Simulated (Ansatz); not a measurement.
**Ag2O: the cell at several levels of theory**

An exercise on one series of results from a longer session: the logs are not shown, and one member is left open.

Code: Ansatz 0.2.0. PAW datasets, plane waves, zero pressure. (Simulation; spin polarisation is off.)

## Starting point

It is cubic, Pn-3m (No. 224); a = 4.718 Å in the conventional setting, 17.50 Å³ an atom. Around Ag lie 2 O at 2.04 Å; around O lie 4 Ag at 2.04 Å.

As a file:

```
Ag O
1.0
     4.71800    0.00000    0.00000
     0.00000    4.71800    0.00000
     0.00000    0.00000    4.71800
Ag O
4 2
Direct
  0.25000 0.25000 0.25000
  0.25000 0.75000 0.75000
  0.75000 0.75000 0.25000
  0.75000 0.25000 0.75000
  0.00000 0.00000 0.00000
  0.50000 0.50000 0.50000
```

The first run:

Input file input.yaml:

```yaml
crystal:
  lattice:
    - [4.718, 0.0, 0.0]
    - [0.0, 4.718, 0.0]
    - [0.0, 0.0, 4.718]
  atoms:
    - { symbol: Ag, position: [0.25, 0.25, 0.25] }
    - { symbol: Ag, position: [0.25, 0.75, 0.75] }
    - { symbol: Ag, position: [0.75, 0.75, 0.25] }
    - { symbol: Ag, position: [0.75, 0.25, 0.75] }
    - { symbol: O, position: [0.0, 0.0, 0.0] }
    - { symbol: O, position: [0.5, 0.5, 0.5] }
kpoints:
  mp_grid: { grid: [6, 6, 6] }
hamiltonian:
  xc: pbe
scf:
  occupations: { method: fermi_dirac, width: 0.02 }
relax:
  f_tol: 0.005
  cell: {}
```

Command:

```bash
$ ansatz run input.yaml --threads 4 --pin off --max-ram 7372MiB --backend cpu --events-out ev --progress --plain --runs-dir out
```

Steps of the session up to this table: Relaxation with PBE; r2SCAN: cell and atoms; PBEsol: cell and atoms; Relaxation with LDA.

One table of the session follows, with a row left open; its other results are not shown here.

It belongs to the step «The cells side by side». 

```
 level  a (Å)  volume (Å³/atom)
   PBE  4.812            18.572
r2SCAN  4.756            17.931
PBEsol  4.707            17.378
   LDA      ?                 ?
```

**Question.** Estimate the row for LDA.

The run gave: a (Å): 4.637; volume (Å³/atom): 16.616. In the column «a (Å)» it is the lowest.

What this shows: From the start to the first minimum the volume moved by +6.1 %. The volume runs from LDA (least) to PBE (most), a spread of 11.8 %, or 3.8 % in length if all axes shared it alike.
